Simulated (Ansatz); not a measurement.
# Te, a known structure type with other elements, at an estimated volume

```
CELL_PARAMETERS angstrom
3.61900 0.00000 0.00000
-1.80950 3.13414 0.00000
0.00000 0.00000 5.67431
ATOMIC_POSITIONS crystal
Te 0.33333 0.66667 0.25000
Te 0.66667 0.33333 0.75000
```

The numbers come from plane-wave PAW DFT (Ansatz): PBE, no spin polarisation, 420 eV, 11×11×6 Γ-centred k points, fermi-dirac occupations (width 0.1 eV). Nothing was relaxed.

Task: Is there a gap?

Result: It is a metal, with about 2 states/eV a cell as the mean within 0.25 eV of the Fermi level, mostly Te p (96 %).

Task: Describe some of the short contacts.

Result: Te–Te at 3.52 Å: least valence density 0.13 e/Å³ and ELF 0.27 there. These are pseudo-fields; inside the PAW spheres they differ from the all-electron ones.

Task: Is the cell too large or too small?

Result: The pressure is -4.9 GPa (compression positive), so with the atoms held at these fractions the cell would first shrink. The principal stresses -7.5, -3.6, -3.6 GPa differ, so its shape would change too.

Origin: a known structure type with other elements, at an estimated volume, so it need not be a known compound.
